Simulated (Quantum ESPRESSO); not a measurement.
The system is BN.

```
N B
1.0
     0.00000    1.81300    1.81300
     1.81300    0.00000    1.81300
     1.81300    1.81300    0.00000
N B
1 1
Direct
  0.25000 0.25000 0.25000
  0.00000 0.00000 0.00000
```

The cell is a database's computed one.

Program: Quantum ESPRESSO 7.5. Alike in all runs: task dielectric tensor; level PBEsol; potentials or basis GBRV 1.5 PBEsol; no spin polarisation; cell as given; cutoff (eV) 612; smearing fermi-dirac 0.05 eV. Hardware: 1 thread of Intel(R) Xeon(R) Processor @ 2.50GHz (Skylake/Cascade Lake) (shared host).

**Question.** Order these runs on this cell by their wall time, lowest first.
A. k mesh 6 × 6 × 6, shifted
B. k mesh 10 × 10 × 10, shifted
C. k mesh 14 × 14 × 14, shifted

**Answer.** A (26 s), B (86 s), C (220 s).

Caveats: the cell is more than 3 GPa from zero pressure, which shifts response properties.

Runs at the PBE level aren't shown here.
